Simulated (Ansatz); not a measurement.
Wanted: the native input for an Ansatz 0.2.0 run.

```yaml
Task: relaxation of cell and atoms
Functional: PBEsol
Potentials_or_basis: all-electron LAPW, scalar-relativistic
Basis_error_allowed: 0.001 eV/atom
k_mesh: 9 × 9 × 5
Occupations: fermi-dirac, width 0.05 eV
Spin: no spin polarisation
```

In:

```xyz
2
Lattice="3.3355 0.0000 0.0000 -1.6677 2.8886 0.0000 0.0000 0.0000 5.5091" Properties=species:S:1:pos:R:3 pbc="T T T"
In    1.6677    0.9629    4.1319
In    0.0000    1.9257    1.3773
```

This isn't the form of In at room conditions, which is tetragonal.

These files were run (other wordings do the same):

input.yaml

```yaml
crystal:
  lattice:
    - [3.335484782, 0.0, 0.0]
    - [-1.667742391, 2.8886145552, 0.0]
    - [0.0, 0.0, 5.50914292]
  atoms:
    - { symbol: In, position: [0.6666666667, 0.3333333333, 0.75] }
    - { symbol: In, position: [0.3333333333, 0.6666666667, 0.25] }
kpoints:
  mp_grid: { grid: [9, 9, 5] }
scf:
  occupations: { method: fermi_dirac, width: 0.05 }
hamiltonian:
  xc: pbesol
  pseudopotentials: { kind: all_electron, lapw: { basis_error: 0.001 } }
output:
  forces: true
  stress: true
relax:
  f_tol: 0.01
  max_steps: 60
  cell: {}
```

Potentials or basis: all-electron LAPW, scalar-relativistic.

Command:

```sh
$ ansatz run input.yaml --threads 1 --pin off --max-ram 3072MiB --backend cpu --events-out ev --progress --plain --runs-dir out
```

Results of the run:

```yaml
Relaxed_volume: 25.60 Å³/atom
Relaxed_cell: a = 3.309 Å, b = 3.309 Å, c = 5.398 Å, α = 90.00°, β = 90.00°, γ = 120.00°
Space_group_after_relaxing_to_0.05_Å: P6_3/mmc (No. 194)
Energy_gained_by_relaxing: 4.6 meV/atom
Ionic_steps: 6
Pressure_after_relaxing: 0.0 GPa
```

It took 62 s on 1 thread of Intel(R) Xeon(R) Processor @ 2.50GHz (Skylake/Cascade Lake), with other jobs on the host, peak memory 0.33 GiB.
